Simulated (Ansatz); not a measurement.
RuS2 (Laurite):

```
Ru S
1.0
     5.61060    0.00000    0.00000
     0.00000    5.61060    0.00000
     0.00000    0.00000    5.61060
Ru S
4 8
Direct
  0.00000 0.50000 0.50000
  0.50000 0.50000 0.00000
  0.50000 0.00000 0.50000
  0.00000 0.00000 0.00000
  0.38831 0.11169 0.88831
  0.11169 0.88831 0.38831
  0.88831 0.38831 0.11169
  0.61169 0.61169 0.61169
  0.61169 0.88831 0.11169
  0.88831 0.11169 0.61169
  0.11169 0.61169 0.88831
  0.38831 0.38831 0.38831
```

Base run:

| Property | Result |
| --- | --- |
| Program | Ansatz 0.2.0 |
| Functional | PBE |
| Potentials or basis | Ansatz PAW |
| Cutoff | 420 eV |
| Density cutoff | 1680 eV |
| k mesh | 5 × 5 × 5 |
| Occupations | fermi-dirac, width 0.05 eV |
| Spin | no spin polarisation |

Its results: band gap on the k mesh 0.75 eV, indirect (least direct gap 0.96 eV); pressure 3.7 GPa; largest force 0.258 eV/Å.

Problem. The run is repeated on the same cell with these changes: functional from PBE to LDA. What comes out?

Solution. Band gap on the k mesh 0.70 eV, indirect (least direct gap 0.92 eV); pressure -6.3 GPa; largest force 0.362 eV/Å.

LDA binds more tightly than PBE, so the same cell stands under less pressure.

Caveats: the PAW data sets come from PBE, with cores solved anew for the run's functional, which leaves a small shift of forces and pressure (some runs).

Not every run made on this cell is shown here.
